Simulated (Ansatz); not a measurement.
# What each level of theory costs: a 2×2×2 supercell of SiO2 (I-42d), atoms displaced at random by about 0.04 Å along each cell vector, on Neoverse N1 cores, threads left to the program

All times were clocked for whole runs of Ansatz 0.2.0, start-up included, one run at a time with no other job on the machine: an Arm Neoverse N1 node (56 of its 64 cores, memory capped at 64 GiB); an Intel Xeon 6975P-C node (Granite Rapids, 96 cores, 192 hardware threads, 360 GiB); a node with eight NVIDIA H100 80GB cards and 96 AMD EPYC 7R13 cores; a node with four NVIDIA GB300 Max-Q cards and 144 Grace (Neoverse V2) cores; a node with four NVIDIA GB200 cards and 144 Grace (Neoverse V2) cores. Times and memory are rounded to two significant figures, and ratios are formed from the unrounded values. A row is a single run, so small differences between rows aren't established. System services beside the runs took up to 6 cores (rounded up). Runs with a thread on every core shared the cores with them. Precision is the program's default, which can work at lower precision in parts of a run. Card memory is the largest of readings taken every 0.4 s, so short peaks can be missed, and it isn't given for runs under about 3 s. It shows what a run took, which needn't be the least that it can run in: the program holds more work at once where threads and free memory allow.

The first rung is PBE.

Commands are shown without the flags for output files and display.

The folder soft_1 holds one of the program's own sets of PAW files, generated with PBE and used with every functional where the input names it.

- atoms: 48
- valence electrons: 256
- cell volume: 717.9 Å³
- cutoff (chosen by the program): 420 eV
- k mesh: 3×3×3
- k points solved: 14
- symmetry operations used (translations within a supercell counted): 1
- plane waves at Γ: 14013
- dense FFT grid: 72×72×72
- bands at the start: 176
- spin: none
- first density: superposed atoms

Input used:

```yaml
crystal:
  lattice:
    - [-4.954580, 4.954580, 7.311342]
    - [4.954580, -4.954580, 7.311342]
    - [4.954580, 4.954580, -7.311342]
  atoms:
    - { symbol: Si, position: [0.000374, 0.004938, -0.003679] }
    - { symbol: Si, position: [0.378920, 0.123976, 0.248967] }
    - { symbol: O, position: [0.195004, 0.111515, 0.173223] }
    # ... 44 more atoms, left out here ...
    - { symbol: O, position: [0.936586, 0.508268, 0.823893] }
kpoints:
  mp_grid: { grid: [3, 3, 3] }
hamiltonian:
  xc: pbe
  pseudopotentials: { azcp: { folder: soft_1 } }
scf:
  occupations: { method: fixed }
output: { forces: true, stress: true }
```

Command for every rung:

```bash
taskset -c 8-63 ansatz run input.yaml --backend cpu --max-ram 64GiB
```

Lines that stand in the other rungs' inputs in place of, or beside, those above:

```yaml
# r2SCAN
hamiltonian:
  xc: r2scan
# PBE with spin-orbit coupling
hamiltonian:
  pseudopotentials: { kind: paw_fr, azcp: { folder: soft_1 } }
magnetization: { noncollinear: true, spin_orbit: true }
output: { eigenvalues: true }
# HSE06
hamiltonian:
  xc: hse06
# PBE0
hamiltonian:
  xc: pbe0
```

```
                       level  wall time  against PBE  SCF clock  outside it   outputs asked  electrons in bands  bands at the start  cutoff (eV)  dense FFT grid  XC grid (× dense grid)  k points  SCF iterations  residual at close (eV)  eigensolver  threads  host memory (GiB)                                                                                                                                                              remarks
                         PBE      9.9 s          1.0      9.4 s      0.46 s  forces, stress                 256                 176          420        72×72×72                       8        14              10                    5e-7      band CG       56                6.8                                                                                                                                                        bands 176→163
PBE with spin-orbit coupling    2.2 min           13    2.2 min       1.1 s     eigenvalues                 256                 352          420        72×72×72                       1        14              11                    6e-9      band CG       56                 41                                                                                                                                                    host 41 of 64 GiB
                       HSE06    5.3 min           32    5.3 min       2.1 s  forces, stress                 256                 176          420        72×72×72                       8        14              17                             Davidson       56                 29  band table 43 s; SCF threshold loose for stress (1e-7 against 1.6e-9 eV); exchange threshold loose for stress (1e-6 against 1.6e-7 eV); exchange on 40×40×40 points
                        PBE0    5.4 min           32    5.3 min       1.9 s  forces, stress                 256                 176          420        72×72×72                       8        14              17                             Davidson       56                 29  band table 43 s; SCF threshold loose for stress (1e-7 against 1.6e-9 eV); exchange threshold loose for stress (1e-6 against 1.6e-7 eV); exchange on 40×40×40 points
```

The SCF clock is the program's own. It runs from the start of the first SCF loop to the final result and holds forces, stress, later SCFs and response steps. Outside it lie start-up, exit and the set-up ahead of the first loop, which depends on the cell and the method.

SCF iterations are those that the program logged, summed over all steps and exchange cycles of a run; an SCF made in search of a lower state can go uncounted. A hybrid's count includes the PBE SCF that it starts from.

«SCF threshold loose for stress (a against b)»: the program warns that its threshold a on the density residual is looser than the b that it advises where a stress is wanted. The warning is on the threshold set and not on the residual reached, which can lie below it; a run set to the advised value can need more iterations. «exchange threshold loose for stress (a against b)»: the same warning for the energy threshold of a hybrid's exchange loop, again on the value set and not on the value reached. «bands a→b»: once the levels showed a gap the program dropped high empty bands and went on with b of the a at the start. «exchange on a×b×c points»: exact exchange forms its pair densities on this grid and not on the dense one, without the augmentation charges, which are treated apart. «closing search a s»: at the SCF's close the program searches for levels that the SCF missed, which took a s of the SCF clock (told where that is 15 % of it or more). «band table a s»: behind the SCF the program solved its bands further for a band table, asked for or not, which took a s of the SCF clock (told where that is 5 % of it or more). «card a of b GiB» or «host a of b GiB»: the run took three quarters or more of a card's memory (or the program reckoned to fill 85 % of what was free), or 60 % or more of the host memory that it had. The program fits its work to the free memory, so such a run may be limited by memory even where its log doesn't say so. Rows whose remarks tell of memory aren't like for like with rows without. Of long logs only the start and the end were kept, so a limit that memory set in between can be missed.

The machines don't compute alike at the default precision: the logs show emulated matrix products on GB200 and GB300, and some doubles held as pairs of floats on GB300.

The rungs don't all ask for the same outputs, so their times differ by more than the level of theory.

The program sets the grid for exchange-correlation by functional and task; the column gives its points per point of the dense FFT grid (LAPW has grids of its own).

The residual is the density residual (dr2) at which the first SCF closed; hybrids, which run several SCFs, have none listed. The eigensolver is the one reported for the main SCF.

At its default thresholds the program warns of the stress for hybrids alone, so a rung without the warning needn't be the more tightly converged one. The first rung closed at 5e-7 eV, above the 4.8e-9 eV that the program advises for its stress (1e-10 eV an atom; for hybrids it counts 16 atoms at most).

On cards the PAW terms of the exact-exchange stress are formed on the host, whole or in part, so cards needn't shorten that step.

The PAW files were made with PBE; for other functionals the program regenerates the frozen cores at set-up.

The same inputs on other machines (Xeon 6975P-C cores, threads left to the program: ansatz run input.yaml --backend cpu; 1 × H100: ansatz run input.yaml --backend cuda --devices 1; 1 × GB300: ansatz run input.yaml --backend cuda --devices 1; 1 × GB200: ansatz run input.yaml --backend cuda --devices 1). Wall time, with the SCF clock in brackets, then large parts of it, card memory and remarks (warnings on the input's settings that the first machine's log also gives are left out). A blank cell is a run that wasn't made, didn't finish or can't be compared:

| level | Xeon 6975P-C cores | 1 × H100 | 1 × GB300 | 1 × GB200 |
| --- | --- | --- | --- | --- |
| HSE06 | 86 s (85 s; stress 20 s; band table 13 s) | 35 s (31 s; 64 GiB; stress 15 s; card 64 of 80 GiB; band table 3.5 s) | 45 s (43 s; 89 GiB; stress 11 s; band table 3.5 s) | 25 s (22 s; 89 GiB; stress 10 s; band table 2.2 s) |
| PBE | 2.4 s (2.1 s) | 2.7 s (0.96 s) | 2.2 s (1.2 s) | 1.7 s (0.65 s) |
| PBE with spin-orbit coupling | 23 s (22 s) | 5.8 s (3.9 s; 45 GiB) | 8.8 s (7.3 s; 47 GiB; closing search 2.7 s) | 3.8 s (2.7 s; 46 GiB) |
| PBE0 | 87 s (86 s; stress 20 s; band table 13 s) | 34 s (31 s; 64 GiB; stress 14 s; card 64 of 80 GiB; band table 3.5 s) | 46 s (44 s; 89 GiB; stress 11 s; band table 3.4 s) | 25 s (22 s; 89 GiB; stress 10 s; band table 2.1 s) |
| r2SCAN | 3.9 s (3.6 s) | 3.8 s (2.0 s; 17 GiB) | 4.0 s (2.8 s; 19 GiB) | 2.4 s (1.4 s) |

On some of these machines the first rung is short, so ratios to it would be rough.

The program's choice of threads differs by rung: 48 or 96 on 1 × H100, 72 or 144 on 1 × GB300, 72 or 144 on 1 × GB200.

Task: How long does r2SCAN take on Neoverse N1 cores, threads left to the program?

Result: 19 s, 1.9 times the first rung, at a cutoff of 500 eV, in 9 SCF iterations against 10; peak host memory 6.9 GiB. Remarks: bands 176→163. Its dense FFT grid has 75×75×75 points, against 72×72×72 (1.1 times as many). Its exchange-correlation grid has 64 points per point of the dense FFT grid, against 8.
